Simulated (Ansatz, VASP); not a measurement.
**One calculation of MgO, two programs**

INCAR

```
SYSTEM = MgO
  PREC = Accurate
  ENCUT = 520
  EDIFF = 1E-6
  ISMEAR = 0
  SIGMA = 0.05
  LREAL = .False.
  LASPH = .True.
  NELM = 100
  ALGO = Normal
  ISIF = 2
  LWAVE = .False.
  LCHARG = .True.
  LELF = .True.
  LVHAR = .True.
  NBANDS = 11
```

KPOINTS

```
regular mesh
0
Gamma
  9 9 8
  0 0 0
```

File POSCAR:

```
MgO
1.0
    2.8939505899      0.0000000000      0.0000000000
   -1.4469752949      2.5062347281      0.0000000000
    0.0000000000      0.0000000000      2.5992896000
Mg O
1 1
Direct
    0.0000000000      0.0000000000      0.0000000000
    0.3333333333      0.6666666667      0.5000000000
```

Input for Ansatz:

```yaml
crystal:
  lattice:
    - [2.8939505899, 0.0, 0.0]
    - [-1.4469752949, 2.5062347281, 0.0]
    - [0.0, 0.0, 2.5992896]
  atoms:
    - { symbol: Mg, position: [0.0, 0.0, 0.0] }
    - { symbol: O, position: [0.3333333333, 0.6666666667, 0.5] }
basis:
  ecutwfc: 420
kpoints:
  mp_grid: { grid: [9, 9, 8] }
hamiltonian:
  xc: lda
scf:
  occupations: { method: gaussian, width: 0.05 }
output:
  forces: true
  stress: true
  eigenvalues: true
```

Change from the starting cell: strain -0.015 along x and y, -0.030 along z, atoms carried along.

Alike in both runs: task single point; functional LDA; k mesh 9 × 9 × 8; occupations gaussian, width 0.05 eV; no spin polarisation.

```csv
,VASP,Ansatz
version,VASP 6.6.1,Ansatz 0.2.0
potentials or method,"VASP PAW LDA potentials, release 64 (Mg, O)","scalar-relativistic, plane waves, PAW"
plane-wave cutoff (eV),520,420
valence electrons in the cell,8,16
```

|  | VASP | Ansatz | Ansatz less VASP |
| --- | --- | --- | --- |
| gap on the k mesh at the Fermi level (eV) | 3.31 | 3.31 | 0.000 |
| least direct gap on the mesh (eV) | 3.70 | 3.70 | -0.003 |
| pressure (GPa) | -2.3 | -0.6 | +1.72 |
| largest component of the traceless stress (GPa) | 6.23 | 6.52 | +0.297 |

The two sets of potentials don't hold the same shells in valence.

Caveats: an odd mesh through Γ misses points on the zone boundary, where band edges often lie.
